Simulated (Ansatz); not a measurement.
# CoSi₂: opening a crack plane

CoSi₂, Fm-3m, a = 5.313 Å. Ansatz: PBEsol, PAW, 420 eV, Γ-centred 14×14×5 mesh on 9 atoms, Gaussian smearing 0.15 eV; no spin polarisation. One cut on (111) per cell of 9 atoms is opened rigidly by x, between planes of Co and Si that stand 0.77 Å apart; y is the energy per area (12.221 Å², 1 eV/Å² = 16.02 J/m²).

| x (Å) | y (J/m²) |
| --- | --- |
| 0.00 | 0.000 |
| 0.25 | ? |
| 0.50 | 1.123 |
| 1.00 | 2.722 |
| 2.00 | 4.786 |
| 3.00 | 5.478 |
| 6.00 | 5.707 |

**Question.** Fit the universal binding curve y = W[1 − (1 + x/l) e^(−x/l)] to the other rows, give the peak stress, and predict the missing value.

**Answer.** Least squares gives W = 5.73 J/m² and l = 0.619 Å. The stress dy/dx peaks at x = l with W/(e l) = 34.1 GPa, for rigid faces. At x = 0.25: x/l = 0.404, y = 0.359 J/m². The run gave 0.363 J/m², so the fit is 0.004 J/m² too low, within the rms miss on the fitted rows (0.018 J/m²).

Cost: 8 runs of about 9.5 core-minutes in all, on Arm Neoverse V1 (shared hosts).